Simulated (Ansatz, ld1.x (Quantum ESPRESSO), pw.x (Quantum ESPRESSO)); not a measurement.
Sr (bcc): variants of one TM potential in the solid

* Element: Sr
* Generator: ld1.x (Quantum ESPRESSO) 7.5
* Type: norm-conserving Troullier–Martins (Kleinman–Bylander form)
* Functional: PBE
* Relativity: scalar-relativistic
* Frozen core: [Kr]
* Valence charge: 2
* Reference configuration: 4d0 5s1.5 5p0.5
* Partial waves: 5p (bound): rc 3.45 bohr; 4d (bound, empty): rc 3.05 bohr; 5s (bound): rc 3.75 bohr
* Local potential: the s channel
* Core correction: Bessel-smoothed model core inside 3.05 bohr

Crystal test: bcc Sr in pw.x 7.5, no spin, 10³ k-points, Fermi–Dirac smearing 0.01 Ry, cutoffs set for each file from its atomic test. The reference is all-electron LAPW (Ansatz 0.2.0) with the same functional, mesh and smearing; V0 and B0 come from Birch–Murnaghan fits to the pressures at five volumes. Errors are pseudo minus all-electron; Δ is the rms difference of the E(V) curves that follow from these fits, minima aligned, over ±6 % about the mean V0. Mesh and smearing are coarse, so the numbers serve the comparison and aren't converged zero-temperature values; the lattice is a test structure that the element need not adopt.

All-electron: a0 = 4.780 Å (V0 = 54.61 Å³/atom), B0 = 11.4 GPa.

```csv
change,cutoffs (Ry),pw.x,a0 (Å),a0 error (%),B0 error (%),Δ (meV/atom),mean pressure error (GPa)
base,50/200,converged,4.796,+0.34,+4.7,1.5,+0.13
core correction Bessel-smoothed model core inside 1.18 bohr,50/200,converged,4.803,+0.48,+5.7,2.1,+0.18
core correction Bessel-smoothed model core inside 1.52 bohr,50/200,converged,4.803,+0.47,+5.8,2.0,+0.18
core correction Bessel-smoothed model core inside 2.38 bohr,50/200,converged,4.803,+0.47,+5.8,2.0,+0.18
core correction Bessel-smoothed model core inside 2.90 bohr,50/200,converged,4.799,+0.40,+5.2,1.7,+0.15
core correction Bessel-smoothed model core inside 3.38 bohr,50/200,converged,4.791,+0.23,+4.6,1.0,+0.09
```
